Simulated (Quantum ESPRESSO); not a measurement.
A calculation with Quantum ESPRESSO 7.5 of HfN (ASE script, structure from a POSCAR):

File run.py:

```python
import numpy as np
from ase.calculators.espresso import Espresso, EspressoProfile
from ase.io import read

atoms = read('POSCAR')

input_data = {
    'control': {'calculation': 'scf', 'prefix': 'pwscf', 'outdir': './tmp', 'tprnfor': True, 'tstress': True, 'disk_io': 'nowf'},
    'system': {'ecutwfc': 60.0, 'ecutrho': 480.0, 'nbnd': 15, 'occupations': 'smearing', 'smearing': 'fd', 'degauss': 0.00367493},
    'electrons': {'conv_thr': 4e-10, 'electron_maxstep': 120, 'mixing_beta': 0.5},
}
pseudopotentials = {'N': 'N.pbe-n-radius_5.UPF', 'Hf': 'Hf-sp.oncvpsp.upf'}
profile = EspressoProfile(command='pw.x', pseudo_dir='pseudo')
dft = Espresso(profile=profile, input_data=input_data, pseudopotentials=pseudopotentials, kpts=(9, 9, 9), koffset=(0, 0, 0))
atoms.calc = dft

print(f'energy {atoms.get_potential_energy():.8f} eV')
print('forces (eV/A)')
print(np.round(atoms.get_forces(), 6))
print('stress (eV/A^3, Voigt)')
print(np.round(atoms.get_stress(), 8))
print(f'Fermi level {dft.get_fermi_level():.4f} eV')
```

File POSCAR:

```
HfN
1.0
    0.0000000000      2.4548220000      2.4548220000
    2.4548220000      0.0000000000      2.4548220000
    2.4548220000      2.4548220000      0.0000000000
Hf N
1 1
Direct
    0.0000000000      0.0000000000      0.0000000000
    0.2500000000      0.2500000000      0.2500000000
```

Potentials or basis: SSSP 1.3 efficiency PBE.

Command:

```sh
$ OMP_NUM_THREADS=1 python run.py
```

The cell comes from a database or a generator and needn't be the stable form of this composition.

Task: Write the same calculation in another form: native input, structure typed inline.

Result: As run:

pw.in

```
&CONTROL
  calculation = 'scf'
  prefix = 'pwscf'
  outdir = './tmp'
  pseudo_dir = './pseudo'
  tprnfor = .true.
  tstress = .true.
  disk_io = 'low'
/
&SYSTEM
  ibrav = 0
  nat = 2
  ntyp = 2
  ecutwfc = 60
  ecutrho = 480
  nbnd = 15
  occupations = 'smearing'
  smearing = 'fd'
  degauss = 0.00367493
/
&ELECTRONS
  conv_thr = 4d-10
  electron_maxstep = 120
  mixing_beta = 0.5
/
ATOMIC_SPECIES
Hf   178.4900 Hf-sp.oncvpsp.upf
N     14.0070 N.pbe-n-radius_5.UPF
CELL_PARAMETERS angstrom
   0.0000000000    2.4548220000    2.4548220000
   2.4548220000    0.0000000000    2.4548220000
   2.4548220000    2.4548220000    0.0000000000
ATOMIC_POSITIONS crystal
Hf     0.0000000000    0.0000000000    0.0000000000
N      0.2500000000    0.2500000000    0.2500000000
K_POINTS automatic
9 9 9 0 0 0
```

The input pp_density.in:

```
&INPUTPP
  prefix = 'pwscf'
  outdir = './tmp'
  filplot = 'density.dat'
  plot_num = 0
/
&PLOT
  nfile = 1
  filepp(1) = 'density.dat'
  iflag = 3
  output_format = 6
  fileout = 'density.cube'
/
```

File pp_potential.in:

```
&INPUTPP
  prefix = 'pwscf'
  outdir = './tmp'
  filplot = 'potential.dat'
  plot_num = 11
/
&PLOT
  nfile = 1
  filepp(1) = 'potential.dat'
  iflag = 3
  output_format = 6
  fileout = 'potential.cube'
/
```

Potentials or basis: SSSP 1.3 efficiency PBE.

Launch:

```sh
$ OMP_NUM_THREADS=1 pw.x -in pw.in > pw.out
$ OMP_NUM_THREADS=1 pp.x -in pp_density.in > pp_density.out
$ OMP_NUM_THREADS=1 pp.x -in pp_potential.in > pp_potential.out
```

Both were run:

|  | ASE script, structure from a POSCAR | native input, structure typed inline |
| --- | --- | --- |
| Pressure | 0.1 GPa | 0.1 GPa |
| Band gap on the k mesh | none (metal or under the smearing width) | none (metal or under the smearing width) |

Keys that steer only the numerical path or the files written may differ.
